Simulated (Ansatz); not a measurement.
Computed with DFT PBE, scalar-relativistic, plane waves, PAW in Ansatz. All cells share a 420 eV cutoff and Γ-centred k meshes spaced at most about 0.3 Å⁻¹ (about 0.25 or finer for metals, 2π included). No spin polarisation.

All energies are static (0 K, no zero-point motion).

Two forms of Mg₃O₂ were relaxed alike.

A.

```
CELL_PARAMETERS angstrom
5.12607 0.00000 0.00000
-2.56303 4.43930 0.00000
0.00000 0.00000 2.80844
ATOMIC_POSITIONS crystal
Mg 0.34948 0.34948 0.50000
Mg 0.65052 0.00000 0.50000
Mg 0.00000 0.65052 0.50000
O 0.33333 0.66667 0.00000
O 0.66667 0.33333 0.00000
```

B.

```
CELL_PARAMETERS angstrom
-1.50856 1.50856 6.65378
1.50856 -1.50856 6.65378
1.50856 1.50856 -6.65378
ATOMIC_POSITIONS crystal
Mg 0.66944 0.66944 0.00000
Mg 0.33056 0.33056 0.00000
Mg 0.00000 0.00000 0.00000
O 0.82998 0.82998 0.00000
O 0.17002 0.17002 0.00000
```

Question: Which form is favoured at zero pressure, and by what margin per atom?

Answer: B is lower, by 252 meV/atom. A has space group P-62m (No. 189), 12.8 Å³/atom and no gap on its mesh; B has space group I4/mmm (No. 139), 12.1 Å³/atom and no gap. Counting O atoms around Mg (those within 1.25 times the shortest such distance or 1.15 times the sum of covalent radii; a slash parts the counts of unlike sites), A has Mg 4 and B has Mg 2/5. The denser one is the lower, and pressure would at first widen the difference. Both come from invented guesses. The lowest form computed isn't among them: it has the anti-tetradymite type, space group R-3m (No. 166), 12.1 Å³/atom and lies 50 meV/atom below the best shown.

Cells relaxed within their symmetry can be saddle points. Some structure types and database cells were kept out of the candidates from the start, so a known form may be missing.

The preference for B probably comes from how the bonds are arranged, not how many there are: Mg has four O neighbours on average in both forms, and O has six Mg in both. In B these form an octahedron, and the structure reads as double layers of rocksalt-like MgO separated by single Mg sheets. In A they form trigonal prisms stacked face to face, which bring like charges closer together and cost electrostatic energy in so ionic an oxide.

With Mg²⁺ and O²⁻, two electrons per formula unit are left over, so the missing gap is unsurprising. In B they can probably gather around the Mg sheets, leaving the oxide slabs close to ordinary MgO. The anti-tetradymite form also combines octahedral O with Mg-rich regions, and its lower energy at the same volume as B shows that density alone doesn't set the order. The ranking doesn't show that Mg₃O₂ can exist at zero pressure, where separation into MgO and Mg metal is the expected outcome.
